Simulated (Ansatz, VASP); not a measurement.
# One calculation of Ga, two programs

```
Ga
1.0
     0.00000    2.72052    2.72052
     2.72052    0.00000    2.72052
     2.72052    2.72052    0.00000
Ga
2
Direct
  0.12500 0.12500 0.12500
  0.87500 0.87500 0.87500
```

Alike in both runs: task single point; functional LDA; k mesh 11 × 11 × 11; occupations fermi-dirac, width 0.1 eV; no spin polarisation.

|  | VASP | Ansatz |
| --- | --- | --- |
| version | VASP 6.6.1 | Ansatz 0.2.0 |
| potentials or method | VASP PAW LDA potentials, release 64 (Ga_d) | plane waves (420 eV) with PAW, scalar-relativistic |
| plane-wave cutoff (eV) | 520 | 420 |
| valence electrons in the cell | 26 | 26 |

Ansatz gave:

| Item | Value |
| --- | --- |
| pressure (GPa) | 8.5 |

Q: Estimate VASP's values.

A: Pressure (GPa): 8.9.

Ansatz warned: «pseudo_functional_mismatch».
